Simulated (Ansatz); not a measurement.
# TiSe in Ansatz: the effect of functional

The system is TiSe.

```
Ti Se
1.0
     3.40340    0.00000    0.00000
     0.00000    3.40340    0.00000
     0.00000    0.00000    3.40340
Ti Se
1 1
Direct
  0.00000 0.00000 0.00000
  0.50000 0.50000 0.50000
```

The cell comes from a database or a generator and needn't be the stable form of this composition.

Alike in all runs:

```yaml
Program: Ansatz 0.2.0
Potentials_or_basis: Ansatz PAW
k_mesh: 5 × 5 × 5
Occupations: fermi-dirac, width 0.05 eV
Spin: no spin polarisation
```

```csv
functional,cutoff,pressure (GPa)
LDA,420 eV (not typed: the program's choice for these potentials),-20.6
PBEsol,420 eV (not typed: the program's choice for these potentials),-18.2
r2SCAN,500 eV (not typed: the program's choice for these potentials),?
HSE06,420 eV (not typed: the program's choice for these potentials),-16.8
PBE0,420 eV (not typed: the program's choice for these potentials),-17.0
r2SCAN0,500 eV (not typed: the program's choice for these potentials),-17.3
```

Problem. What does the run with functional r2SCAN give?

Solution. Pressure -15.2 GPa.

Caveats: all runs use coarse meshes; the PAW data sets come from PBE, with cores solved anew for the run's functional, which leaves a small shift of forces and pressure; the thresholds are loose for stress (some runs).

Runs at the PBE level aren't shown here.
